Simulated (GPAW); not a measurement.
Crystal: CdS (Greenockite).

```
CELL_PARAMETERS angstrom
4.15000 0.00000 0.00000
-2.07500 3.59401 0.00000
0.00000 0.00000 6.73700
ATOMIC_POSITIONS crystal
Cd 0.66667 0.33333 0.50000
Cd 0.33333 0.66667 0.00000
S 0.66667 0.33333 0.87500
S 0.33333 0.66667 0.37500
```

Base run:

```yaml
Program: GPAW 26.7.0
Functional: GLLB-SC
Potentials_or_basis: the program's PAW data sets (release 1.2.1) made for this functional
Cutoff: 450 eV
Basis: pw
k_mesh: 6 × 6 × 3
Occupations: fermi-dirac, width 0.001 eV
Spin: no spin polarisation
```

Its results: band gap on the k mesh, kohn-sham part alone 1.69 eV, direct.

Question: The run is repeated on the same cell with these changes: functional from GLLB-SC to LDA; cutoff from 450 eV to 500 eV; occupations from fermi-dirac, width 0.001 eV to fermi-dirac, width 0.05 eV. What comes out?

Answer: Band gap on the k mesh 0.89 eV, direct.

Caveats: a model potential gives levels but no total energy (some runs); the long-wavelength limit can be off by several per cent where d states take part (some runs); response on these states lacks terms of the Hamiltonian (some runs); an odd mesh through Γ misses points on the zone boundary, where band edges often lie (some runs).
